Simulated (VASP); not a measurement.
# GaN: single point with HSE06

GaN:

```
Ga N
1.0
    -3.21772   -5.57326    5.24406
     6.43545    0.00000    5.24406
    -3.21773    5.57326    5.24406
Ga N
24 24
Direct
  0.83306 0.49973 0.66640
  0.66640 0.33306 0.99973
  0.99973 0.66640 0.33306
  0.66640 0.83306 0.49973
  0.99973 0.16640 0.83306
  0.16640 0.33306 0.49973
  0.49973 0.66640 0.83306
  0.83306 0.99973 0.16640
  0.33306 0.49973 0.16640
  0.33306 0.99973 0.66640
  0.16640 0.83306 0.99973
  0.49973 0.16640 0.33306
  0.66640 0.49973 0.33306
  0.49973 0.33306 0.66640
  0.83306 0.66640 0.99973
  0.49973 0.83306 0.16640
  0.83306 0.16640 0.49973
  0.99973 0.33306 0.16640
  0.33306 0.66640 0.49973
  0.66640 0.99973 0.83306
  0.16640 0.49973 0.83306
  0.16640 0.99973 0.33306
  0.99973 0.83306 0.66640
  0.33306 0.16640 0.99973
  0.62527 0.29194 0.45860
  0.45860 0.12527 0.79194
  0.79194 0.45860 0.12527
  0.45860 0.62527 0.29194
  0.79194 0.95860 0.62527
  0.95860 0.12527 0.29194
  0.29194 0.45860 0.62527
  0.62527 0.79194 0.95860
  0.12527 0.29194 0.95860
  0.12527 0.79194 0.45860
  0.95860 0.62527 0.79194
  0.29194 0.95860 0.12527
  0.79194 0.62527 0.45860
  0.62527 0.45860 0.79194
  0.95860 0.79194 0.12527
  0.62527 0.95860 0.29194
  0.95860 0.29194 0.62527
  0.12527 0.45860 0.29194
  0.45860 0.79194 0.62527
  0.79194 0.12527 0.95860
  0.29194 0.62527 0.95860
  0.29194 0.12527 0.45860
  0.12527 0.95860 0.79194
  0.45860 0.29194 0.12527
```

```yaml
Program: VASP 6.6.1
Task: single point
Functional: HSE06
Potentials_or_basis: VASP PAW PBE potentials, release 64 (Ga_d, N)
Cutoff: 400 eV
k_mesh: 1 × 1 × 1
Occupations: gaussian, width 0.01 eV
Spin: no spin polarisation
Grid_for_exact_exchange_PRECFOCK: Fast
Screening_parameter: 0.2 1/A
Further_INCAR_settings: PREC = Normal; LREAL = Auto; ALGO = Normal; EDIFF = 1e-06
```

```yaml
Largest_force: 0.005 eV/Å
Band_gap_on_the_k_mesh: 3.08 eV
```

Forces on the atoms (eV/Å):
```
Ga   0.000  0.000  0.005
Ga   0.000  0.000  0.005
Ga   0.000  0.000  0.005
Ga   0.000  0.000  0.005
Ga   0.000  0.000  0.005
Ga   0.000  0.000  0.005
Ga   0.000  0.000  0.005
Ga   0.000  0.000  0.005
Ga   0.000  0.000  0.005
Ga   0.000  0.000  0.005
Ga   0.000  0.000  0.005
Ga   0.000  0.000  0.005
Ga   0.000  0.000  0.005
Ga   0.000  0.000  0.005
Ga   0.000  0.000  0.005
Ga   0.000  0.000  0.005
Ga   0.000  0.000  0.005
Ga   0.000  0.000  0.005
Ga   0.000  0.000  0.005
Ga   0.000  0.000  0.005
Ga   0.000  0.000  0.005
Ga   0.000  0.000  0.005
Ga   0.000  0.000  0.005
Ga   0.000  0.000  0.005
N    0.000  0.000 -0.005
N    0.000  0.000 -0.005
N    0.000  0.000 -0.005
N    0.000  0.000 -0.005
N    0.000  0.000 -0.005
N    0.000  0.000 -0.005
N    0.000  0.000 -0.005
N    0.000  0.000 -0.005
N    0.000  0.000 -0.005
N    0.000  0.000 -0.005
N    0.000  0.000 -0.005
N    0.000  0.000 -0.005
N    0.000  0.000 -0.005
N    0.000  0.000 -0.005
N    0.000  0.000 -0.005
N    0.000  0.000 -0.005
N    0.000  0.000 -0.005
N    0.000  0.000 -0.005
N    0.000  0.000 -0.005
N    0.000  0.000 -0.005
N    0.000  0.000 -0.005
N    0.000  0.000 -0.005
N    0.000  0.000 -0.005
N    0.000  0.000 -0.005
```

Levels at points of the mesh, in eV from the valence-band top:
| k point | band 212 | band 213 | band 214 | band 215 | band 216 | band 217 | band 218 | band 219 | band 220 | band 221 |
| --- | --- | --- | --- | --- | --- | --- | --- | --- | --- | --- |
| (0.00, 0.00, 0.00) | -1.04 | -1.04 | -0.04 | 0.00 | 0.00 | 3.08 | 5.57 | 6.33 | 6.33 | 6.33 |

Core levels (eV, on the scale of the bands):
| atom | levels |
| --- | --- |
| 1 Ga | 1s -10216.3, 2s -1249.7, 2p -1086.1, 3s -136.5, 3p -87.2 |
| 2 Ga | 1s -10216.3, 2s -1249.7, 2p -1086.1, 3s -136.5, 3p -87.2 |
| 3 Ga | 1s -10216.3, 2s -1249.7, 2p -1086.1, 3s -136.5, 3p -87.2 |
| 4 Ga | 1s -10216.3, 2s -1249.7, 2p -1086.1, 3s -136.5, 3p -87.2 |
| 5 Ga | 1s -10216.3, 2s -1249.7, 2p -1086.1, 3s -136.5, 3p -87.2 |
| 6 Ga | 1s -10216.3, 2s -1249.7, 2p -1086.1, 3s -136.5, 3p -87.2 |

Wall time 8.2 min on 1 × NVIDIA H100 80GB with 1 thread of AMD EPYC 7R13 Processor (Zen 3), on a shared host, peak memory 1.3 GiB.

Caveat: the k mesh is coarse (spacing up to 0.76 Å⁻¹), so the values aren't converged, least of all with exact exchange; the PAW data sets were made with another functional, which shifts forces and pressure a little; an odd mesh through Γ misses points on the zone boundary, where band edges often lie.
